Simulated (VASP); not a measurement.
Write the native input for VASP 6.6.1 that does the following.

```yaml
Task: single point
Functional: PBEsol
Potentials_or_basis: VASP PAW PBE potentials, release 64 (K_sv)
Cutoff: 900 eV
k_mesh: 12 × 12 × 12
Occupations: gaussian, width 0.1 eV
Spin: no spin polarisation
Further_INCAR_settings: ALGO = Normal; EDIFF = 1e-06
```

The structure of K lies in POSCAR:

```
K
1.0
   -2.6084600000      2.6084600000      2.6084600000
    2.6084600000     -2.6084600000      2.6084600000
    2.6084600000      2.6084600000     -2.6084600000
K
1
Direct
    0.0000000000      0.0000000000      0.0000000000
```

One way to write it, as run:

INCAR

```
SYSTEM = K
PREC = Accurate ; ENCUT = 900
EDIFF = 1E-6 ; ISMEAR = 0
SIGMA = 0.1 ; LREAL = .FALSE.
LASPH = .TRUE. ; NELM = 100
ALGO = Normal ; ISIF = 2
LWAVE = .FALSE. ; LCHARG = .FALSE.
GGA = PS
```

KPOINTS

```
regular mesh
0
G
  12 12 12
  0 0 0
```

Potentials or basis: VASP PAW PBE potentials, release 64 (K_sv).

Launch:

```bash
$ cat potpaw_PBE.64/K_sv/POTCAR > POTCAR
$ mpirun -np 1 vasp_std > vasp.out
```

Results of the run:

```yaml
Pressure: 0.0 GPa
Band_gap_on_the_k_mesh: none (metal or under the smearing width)
```

Caveat: the PAW data sets were made with another functional, which shifts forces and pressure a little.

Run time: 32 s on 1 thread of Intel(R) Xeon(R) 6975P-C (Granite Rapids), with other jobs on the host, peak memory 0.36 GiB.
